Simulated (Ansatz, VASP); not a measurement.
**LiH: VASP beside Ansatz**

```
Li H
1.0
     0.00000    1.99847    1.99847
     1.99847    0.00000    1.99847
     1.99847    1.99847    0.00000
Li H
1 1
Cartesian
  0.0000 0.0000 0.0000
  1.9985 1.9985 1.9985
```

Alike in both runs: task single point; functional PBE; k mesh 10 × 10 × 10; occupations fermi-dirac, width 0.02 eV; no spin polarisation.

|  | VASP | Ansatz |
| --- | --- | --- |
| version | VASP 6.6.1 | Ansatz 0.2.0 |
| potentials or method | VASP PAW PBE potentials, release 64 (Li_sv, H) | plane waves, PAW |
| plane-wave cutoff (eV) | 520 | 420 |
| valence electrons in the cell | 4 | 4 |

```csv
,VASP,Ansatz,Ansatz less VASP
gap on the k mesh at the Fermi level (eV),2.97,2.98,+0.006
```

 Expect the measured gap to be larger: semilocal functionals such as PBE lack the derivative discontinuity. A k mesh can miss the band edges.
